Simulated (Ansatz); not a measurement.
## How stiff is this cell of ZnO?

Cell: a COD entry, ions relaxed with PBE at fixed cell.

```
Zn O
1.0
     3.24940    0.00000    0.00000
    -1.62470    2.81406    0.00000
     0.00000    0.00000    5.20380
Zn O
2 2
Direct
  0.33333 0.66667 0.00048
  0.66667 0.33333 0.50048
  0.33333 0.66667 0.38162
  0.66667 0.33333 0.88162
```

Atom numbers follow the list; atoms alike are taken as one site, whose name carries the number of the first.

Level of theory: DFT, PBE, plane waves and PAW, scalar-relativistic, 420 eV cutoff, Γ-centred 11×11×6 k-points, Fermi–Dirac smearing 0.02 eV (Ansatz 0.2.0).

The cell is stretched along z (the third Cartesian axis of the run's cell), x and y held, and the ions relax again each time. Tension counts as positive.

| strain along z (%) | stress along z (GPa) | stress along x (GPa) | gap on the k-mesh (eV) |
| --- | --- | --- | --- |
| -3 | -11.9 | -8.5 | 0.88 |
| -2 | -9.8 | -7.1 | 0.86 |
| -1 | -7.6 | -5.9 | 0.83 |
| 0 | -5.5 | -4.7 | 0.80 |
| +1 | -3.4 | -3.6 | 0.78 |
| +2 | -1.3 | -2.5 | 0.75 |
| +3 | ? | ? | ? |

Task: Estimate the row at +3 % from the others.

Result: stress along z (GPa): 0.9; stress along x (GPa): -1.5; gap on the k-mesh (eV): 0.72. Worked: parabolas through the other 6 rows give 0.8 and -1.5 GPa at +3 %. Their slopes at zero strain are 211 GPa (the stiffness along z) and 117 GPa (the coupling of z to x). They hold at this cell, where the calculated pressure is 4.9 GPa. The gap closes by 27 meV per per cent of stretch between the rows next to zero strain; the parabola gives 0.72 eV for the withheld row.

PBE gaps are too small, by a third to a half in many semiconductors; their changes with strain are better.

All values belong to this cell and structure model.
